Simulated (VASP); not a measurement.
**BP in VASP: one cell, several levels of theory**

What does VASP give for zincblende BP, under +1.0 % equal strain in all directions, the cell held fixed? Runs: PBE, r2SCAN. The results are then set beside those of Ansatz 0.2.0 for the same cell.

Code: VASP 6.6.1. PAW datasets, plane waves. No spin polarisation and no zero-point or thermal motion.

## (1) The structure to begin with

The cell comes from an earlier relaxation with r2SCAN in another program.

Space group F-43m (No. 216), cubic; conventional cell a = 4.582 Å, 12.02 Å³ an atom. B has 4 P at 1.98 Å; P has 4 B at 1.98 Å.

The structure in full:

Space group F-43m (No. 216). a = 4.582 Å, b = 4.582 Å, c = 4.582 Å, α = 90.00°, β = 90.00°, γ = 90.00°
```tsv
atom	site	symmetry	x	y	z
B	4a	-43m	0.0000	0.0000	0.0000
P	4d	-43m	0.2500	0.2500	0.7500
```

## (2) Single point with PBE

The input, INCAR:

```
ENCUT = 520.000000
SIGMA = 0.020000
EDIFF = 1.00e-07
GGA = PE
PREC = Accurate
IBRION = -1
ISIF = 2
ISMEAR = -1
NBANDS = 11
NELM = 120
NSW = 0
LASPH = .TRUE.
LCHARG = .FALSE.
LWAVE = .FALSE.
LREAL = .FALSE.
```

The input, KPOINTS:

```
KPOINTS created by Atomic Simulation Environment
0
Gamma
10 10 10
0 0 0
```

The input, KPOINTS_OPT:

```
special points
7
Reciprocal
0.0000000000 0.0000000000 0.0000000000 1
-0.5000000000 -0.5000000000 0.0000000000 1
-0.3750000000 -0.3750000000 0.2500000000 1
-0.3750000000 0.0000000000 0.3750000000 1
0.0000000000 0.0000000000 0.5000000000 1
-0.5000000000 -0.2500000000 0.2500000000 1
0.0000000000 0.4114580000 0.4114580000 1
```

The input, POSCAR:

```
B  P
 1.0000000000000000
     0.0000000000000000    2.2909988256000000    2.2909988256000000
     2.2909988256000000    0.0000000000000000    2.2909988256000000
     2.2909988256000000    2.2909988256000000    0.0000000000000000
 B   P
   1   1
Cartesian
  0.0000000000000000  0.0000000000000000  0.0000000000000000
  1.1454994128000000  1.1454994128000000  1.1454994128000000
```

The run uses the recommended PBE PAW datasets (8 valence electrons a neutral cell).

Command:

```console
$ mpirun -np 1 vasp_std
```

Printed to the terminal (iteration lines stand in OSZICAR):

```text
POSCAR found type information on POSCAR B P
 POSCAR found :  2 types and       2 ions
 LDA part: xc-table for (Slater+PW92), standard interpolation
 POSCAR, INCAR and KPOINTS ok, starting setup
 FFT: planning ... GRIDC
 FFT: planning ... GRID_SOFT
 FFT: planning ... GRID
 WAVECAR not read
 entering main loop
 Start KPOINTS_OPT (optional k-point list driver)
k-point batch [1-7\7]
```

OSZICAR:

```text
N       E                     dE             d eps       ncg     rms          rms(c)
DAV:   1     0.905082376804E+01    0.90508E+01   -0.39956E+03  1034   0.655E+02
DAV:   2    -0.129188939779E+02   -0.21970E+02   -0.20818E+02  1371   0.106E+02
DAV:   3    -0.135697710510E+02   -0.65088E+00   -0.64923E+00  1305   0.161E+01
DAV:   4    -0.135721605644E+02   -0.23895E-02   -0.23893E-02  1185   0.118E+00
DAV:   5    -0.135721743689E+02   -0.13804E-04   -0.13804E-04  1287   0.871E-02    0.691E+00
DAV:   6    -0.130138809092E+02    0.55829E+00   -0.13100E+00  1160   0.486E+00    0.373E+00
DAV:   7    -0.129316572839E+02    0.82224E-01   -0.20603E-01  1280   0.226E+00    0.129E+00
DAV:   8    -0.129241760165E+02    0.74813E-02   -0.25463E-02  1218   0.904E-01    0.183E-01
DAV:   9    -0.129245056111E+02   -0.32959E-03   -0.72265E-04  1204   0.178E-01    0.112E-01
DAV:  10    -0.129247040628E+02   -0.19845E-03   -0.24954E-04  1146   0.990E-02    0.273E-02
DAV:  11    -0.129247148176E+02   -0.10755E-04   -0.11357E-05  1316   0.223E-02    0.309E-02
DAV:  12    -0.129247158856E+02   -0.10681E-05   -0.45027E-06  1169   0.104E-02    0.123E-02
DAV:  13    -0.129247157613E+02    0.12436E-06   -0.11584E-07   963   0.225E-03    0.530E-03
DAV:  14    -0.129247158290E+02   -0.67749E-07   -0.39287E-08   583   0.115E-03
   1 F= -.12924716E+02 E0= -.12924716E+02  d E =-.496704E-12
       N       E                     dE             ncg
DAV:   1     0.549198892216E+03   -0.18514E+04      154
DAV:   2     0.385314281181E+03   -0.16388E+03      203
DAV:   3     0.380056198628E+03   -0.52581E+01      196
DAV:   4     0.380032489227E+03   -0.23709E-01      188
DAV:   5     0.380032372543E+03   -0.11668E-03      201
DAV:   6     0.380032371776E+03   -0.76655E-06      191
DAV:   7     0.380032371769E+03   -0.75800E-08      201
```

The lines after F= are the extra pass for the points of KPOINTS_OPT, at fixed density; their E is not a total energy.

From OUTCAR:

```text
k-points           NKPTS =     47   k-points in BZ     NKDIM =     47   number of bands    NBANDS=     11

   NELECT =       8.0000    total number of electrons

   dimension x,y,z NGX =    24 NGY =   24 NGZ =   24
   dimension x,y,z NGXF=    48 NGYF=   48 NGZF=   48

  energy-cutoff  :      520.00
  volume of cell :       24.05
      direct lattice vectors                 reciprocal lattice vectors
     0.000000000  2.290998826  2.290998826    -0.218245420  0.218245420  0.218245420
     2.290998826  0.000000000  2.290998826     0.218245420 -0.218245420  0.218245420
     2.290998826  2.290998826  0.000000000     0.218245420  0.218245420 -0.218245420

 k-points in reciprocal lattice and weights: KPOINTS created by Atomic Simulation Env
   0.00000000  0.00000000  0.00000000       0.001
   0.10000000  0.00000000  0.00000000       0.008
   0.20000000  0.00000000  0.00000000       0.008
   0.30000000  0.00000000  0.00000000       0.008
   0.40000000  0.00000000  0.00000000       0.008
   0.50000000  0.00000000  0.00000000       0.004
   0.10000000  0.10000000  0.00000000       0.006
   0.20000000  0.10000000  0.00000000       0.024
[... 39 more k-points ...]

 E-fermi :   7.5428

 k-point     1 :       0.0000    0.0000    0.0000
  band No.  band energies     occupation
      1      -8.1106      2.00000
      2       7.0937      2.00000
      3       7.0937      2.00000
      4       7.0937      2.00000
      5      10.4534      0.00000
      6      10.4534      0.00000
      7      10.4534      0.00000
      8      14.0313      0.00000
      9      18.4152      0.00000
     10      19.1412      0.00000
     11      19.1412      0.00000

 k-point     2 :       0.1000    0.0000    0.0000
  band No.  band energies     occupation
      1      -7.9348      2.00000
      2       5.8119      2.00000
      3       6.8065      2.00000
      4       6.8065      2.00000
      5      10.8510      0.00000
      6      10.8510      0.00000
      7      10.8603      0.00000
      8      14.5825      0.00000
      9      18.4756      0.00000
     10      18.4756      0.00000
     11      18.9688      0.00000

 k-point     3 :       0.2000    0.0000    0.0000
  band No.  band energies     occupation
      1      -7.4143      2.00000
      2       3.5129      2.00000
      3       6.2598      2.00000
      4       6.2598      2.00000
      5      11.0060      0.00000
      6      11.5592      0.00000
      7      11.5592      0.00000
      8      15.8367      0.00000
      9      17.8856      0.00000
     10      17.8856      0.00000
     11      19.8190      0.00000

 k-point     4 :       0.3000    0.0000    0.0000
  band No.  band energies     occupation
      1      -6.5801      2.00000
      2       1.2034      2.00000
      3       5.7798      2.00000
      4       5.7798      2.00000
      5      10.8823      0.00000
      6      11.9020      0.00000
      7      11.9020      0.00000
      8      16.8639      0.00000
      9      18.4313      0.00000
     10      18.4313      0.00000
     11      20.0410      0.00000

 k-point     5 :       0.4000    0.0000    0.0000
  band No.  band energies     occupation
      1      -5.5483      2.00000
      2      -0.7638      2.00000
      3       5.4750      2.00000
      4       5.4750      2.00000
      5      10.7533      0.00000
      6      11.8550      0.00000
      7      11.8550      0.00000
      8      17.1366      0.00000
      9      20.0657      0.00000
     10      20.0657      0.00000
     11      20.8965      0.00000

 k-point     6 :       0.5000    0.0000    0.0000
  band No.  band energies     occupation
      1      -4.8965      2.00000
      2      -1.7340      2.00000
      3       5.3719      2.00000
      4       5.3719      2.00000
      5      10.7044      0.00000
      6      11.7885      0.00000
      7      11.7885      0.00000
      8      17.1198      0.00000
      9      21.5341      0.00000
     10      21.5341      0.00000
     11      21.6474      0.00000

 k-point     7 :       0.1000    0.1000    0.0000
  band No.  band energies     occupation
      1      -7.8760      2.00000
      2       6.2757      2.00000
      3       6.2757      2.00000
      4       6.2919      2.00000
      5      10.0366      0.00000
      6      11.5309      0.00000
      7      11.5309      0.00000
      8      14.4673      0.00000
      9      17.5797      0.00000
     10      19.1778      0.00000
     11      19.3963      0.00000

 k-point     8 :       0.2000    0.1000    0.0000
  band No.  band energies     occupation
      1      -7.4697      2.00000
      2       4.2978      2.00000
      3       5.6616      2.00000
      4       6.0946      2.00000
      5      10.1992      0.00000
      6      12.0990      0.00000
      7      12.4144      0.00000
      8      14.5898      0.00000
      9      17.5009      0.00000
     10      19.2205      0.00000
     11      20.1635      0.00000

 k-point     9 :       0.3000    0.1000    0.0000
  band No.  band energies     occupation
      1      -6.7365      2.00000
      2       2.0217      2.00000
      3       5.2085      2.00000
      4       5.5316      2.00000
      5      10.6740      0.00000
      6      12.1984      0.00000
      7      12.8785      0.00000
      8      14.8496      0.00000
      9      18.5239      0.00000
     10      19.5042      0.00000
     11      20.6187      0.00000

 k-point    10 :       0.4000    0.1000    0.0000
  band No.  band energies     occupation
      1      -5.7489      2.00000
      2      -0.0616      2.00000
      3       4.9752      2.00000
      4       4.9950      2.00000
      5      10.8116      0.00000
      6      12.1533      0.00000
      7      12.7617      0.00000
      8      15.9425      0.00000
      9      19.1704      0.00000
     10      20.8181      0.00000
     11      21.2974      0.00000

 k-point    11 :       0.5000    0.1000    0.0000
  band No.  band energies     occupation
      1      -4.8461      2.00000
      2      -1.4800      2.00000
      3       4.5691      2.00000
      4       5.0350      2.00000
      5      10.8759      0.00000
      6      12.1055      0.00000
      7      12.4517      0.00000
      8      17.1439      0.00000
      9      19.6417      0.00000
     10      21.5313      0.00000
     11      22.2055      0.00000

[... the tables of k-points 12 to 47 left out ...]

  Total       -0.5455064     -0.5455064     -0.5455064      0.0000000     -0.0000000      0.0000000
  in kB      -36.3417500    -36.3417500    -36.3417500      0.0000000     -0.0000000      0.0000000
  external PRESSURE =     -36.3417500 kB  Pullay stress =       0.0000000 kB

 POSITION                                       TOTAL-FORCE (eV/Angst)
 -----------------------------------------------------------------------------------
      0.00000      0.00000      0.00000        -0.000000     -0.000000     -0.000000
      1.14550      1.14550      1.14550         0.000000      0.000000      0.000000
 -----------------------------------------------------------------------------------
    total drift:                                0.000000      0.000000      0.000000

  FREE ENERGIE OF THE ION-ELECTRON SYSTEM (eV)
  ---------------------------------------------------
  free  energy   TOTEN  =       -12.9247158290 eV

  energy  without entropy=      -12.9247158290  energy(sigma->0) =      -12.92471583
```

Hardware: 1 MPI rank of Intel Xeon Platinum 8488C, shared host.

The levels at the points of KPOINTS_OPT are read from vasprun.xml.

Band energies at the special points (eV, zero at the top of v, the last band that the electrons fill by count):

```
point    v−1      v     c   c+1
    Γ   0.00   0.00  3.36  3.36
    X  -4.01  -4.01  1.39  1.69
    U  -6.04  -3.42  2.18  5.94
    K  -6.04  -3.42  2.18  5.94
    L  -1.72  -1.72  3.61  4.69
    W  -5.51  -5.30  5.35  6.71
```

The PBE gap is 1.28 eV and indirect (Γ to (0.00, 0.41, 0.41)), with 3.36 eV as the least direct one. The pressure is -3.63 GPa; the forces vanish within 0.01 eV/Å.

(Part 1 of 2 ends here.)
